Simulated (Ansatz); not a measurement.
A crystal relaxed with r2SCAN in Ansatz has space group Pm-3m (No. 221) and a = 3.834 Å.

```tsv
atom	site	x	y	z
Xx	1a	0.0000	0.0000	0.0000
S	1b	0.5000	0.5000	0.5000
```

r2SCAN gives an indirect gap of 1.93 eV, from M to Γ; the least direct gap is 2.00 eV at Γ. The HSE06 gap is indirect, 2.45 eV (M to Γ), below the direct gap of 2.55 eV at Γ. With PBE the valence top lies at M and the conduction bottom at Γ, 1.56 eV higher; the smallest vertical gap, at Γ, is 1.64 eV. Meshes: r2SCAN 6×6×6, HSE06 4×4×4, PBE 6×6×6. r2SCAN's ε∞ is 5.5 in all directions.

Question: Which element is Xx?
A. Sr
B. Be
C. Ba
D. Mg

Answer: C. Xx is Ba: BaS (CsCl type). Ba has 8 S at 3.32 Å; S has 8 Ba at 3.32 Å.

No spin polarisation. The prototype was imposed, so other structures may be more stable.

Spin-orbit coupling is left out.

The meshes of the hybrids are coarse, so their gaps aren't converged to the digits shown.
